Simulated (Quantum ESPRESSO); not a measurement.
Crystal: SrO.

```
CELL_PARAMETERS angstrom
0.00000 2.56630 2.56630
2.56630 0.00000 2.56630
2.56630 2.56630 0.00000
ATOMIC_POSITIONS crystal
Sr 0.50000 0.50000 0.50000
O 0.00000 0.00000 0.00000
```

| Property | Result |
| --- | --- |
| Program | Quantum ESPRESSO 7.5 |
| Task | phonons |
| Functional | PBE |
| Potentials or basis | SPMS 1.0 PBE |
| Cutoff | 1197 eV |
| Density cutoff | 4789 eV |
| k mesh | 4 × 4 × 4, shifted |
| Occupations | fermi-dirac, width 0.05 eV |
| Spin | no spin polarisation |
| Mixing beta | 0.5 |
| Most SCF iterations | 120 |
| SCF threshold | 4e-10 Ry |

The first run showed a gap, so the response started from a second, tighter run with fixed occupations.

What is the highest optical frequency at the zone centre, leaving out the macroscopic field of polar modes?

211 cm⁻¹, a mode of symmetry T1u (IR). With the field the highest mode lies at 465 cm⁻¹.

Optical modes at Γ, degenerate ones joined, polar ones without the macroscopic field:
| cm⁻¹ | components | symmetry | active in | IR intensity, summed ((D/Å)²/amu) |
| --- | --- | --- | --- | --- |
| 211 | 3 | T1u | IR | 30.68 |

Zone-centre frequencies without and with the macroscopic field along z (cm⁻¹):
|  | optical modes in rising order |
| --- | --- |
| without | 211 211 211 |
| with the field | 211 211 465 |
